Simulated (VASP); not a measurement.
Write the native input for VASP 6.6.1 that does the following.

```
Task                   : single point
Functional             : PBE
Potentials or basis    : VASP PAW PBE potentials, release 64 (O, H, C)
Cutoff                 : 520 eV
k mesh                 : 1 × 1 × 1
Occupations            : fermi-dirac, width 0.02 eV
Spin                   : no spin polarisation
Dipole correction      : no
Further INCAR settings : LREAL = Auto; ALGO = Fast; EDIFF = 1e-07; NBANDS = 50
```

The structure of H14CO8 lies in POSCAR:

```
H14CO8
1.0
    6.0248970000      0.0000000000      0.0000000000
    0.0000000000      6.0248970000      0.0000000000
    0.0000000000      0.0000000000      6.0248970000
O H C
8 14 1
Direct
    0.1160019831      0.5654536501      0.8161633303
    0.2336969412      0.8231178060      0.2047669861
    0.7437305567      0.6471977861      0.6125747876
    0.9817761200      0.2719880522      0.2743283412
    0.9017747523      0.2130990787      0.7070328339
    0.3973345934     -0.1566333831      0.5987654229
    0.6503015736      0.6043422817      0.0571628029
    0.8067689788      0.9263394876     -0.0139089515
    0.1015619022      0.4168204037      0.7745526604
   -0.0205148735      0.6177698971      0.7492742200
    0.1527992927      0.9343562222      0.1189397927
    0.2771997596      0.7324606545      0.0723497846
    0.6013048854      0.7458384766      0.5791634280
    0.7310664398      0.5306148802      0.5093531060
    1.0907240406      0.3990607640      0.2416804802
    0.9069532641      0.2563197346      0.1283341441
    0.8510684913      0.0697605287      0.7682289008
    0.9262730965      0.2186925353      0.5504492442
    0.3164535427     -0.1151886912      0.4513604133
    0.2947270302     -0.2560209743      0.6764430994
    0.6431147288      0.6098859449     -0.1094956478
    0.8093250391      0.7716148508      0.2950755839
    0.7567100317      0.7741211178      0.1196369000
```

The cell was built by a generator and needn't be a form met in nature.

These files were run (other wordings do the same):

INCAR

```
PREC     = Accurate       # precision mode
ENCUT    = 520            # plane-wave cutoff, eV
EDIFF    = 1E-7           # SCF threshold, eV
ISMEAR   = -1             # smearing method
SIGMA    = 0.02           # smearing width, eV
LREAL    = Auto         
LASPH    = True           # aspherical terms in the spheres
NELM     = 80             # most SCF steps
ALGO     = Fast           # electronic algorithm
ISIF     = 2              # what is computed and relaxed
LWAVE    = False          # write WAVECAR
LCHARG   = True           # write CHGCAR
GGA      = PE             # functional
LELF     = True           # ELF
LVHAR    = True         
NBANDS   = 50             # bands
```

KPOINTS

```
regular mesh
0
Gamma
  1 1 1
```

Potentials or basis: VASP PAW PBE potentials, release 64 (O, H, C).

Launch:

```console
$ cat potpaw_PBE.64/O/POTCAR potpaw_PBE.64/H/POTCAR potpaw_PBE.64/C/POTCAR > POTCAR
$ mpirun -np 1 vasp_gam > vasp.out
```

It gave:

```json
{
  "Pressure": "4.3 GPa",
  "Largest force": "3.459 eV/Å",
  "Band gap on the k mesh": "4.83 eV, direct"
}
```

Caveat: the standard files for N, O and F lose accuracy on very short bonds.

It took 38 s on 1 thread of Intel(R) Xeon(R) Platinum 8488C (Sapphire Rapids) (shared host), peak memory 0.3 GiB.
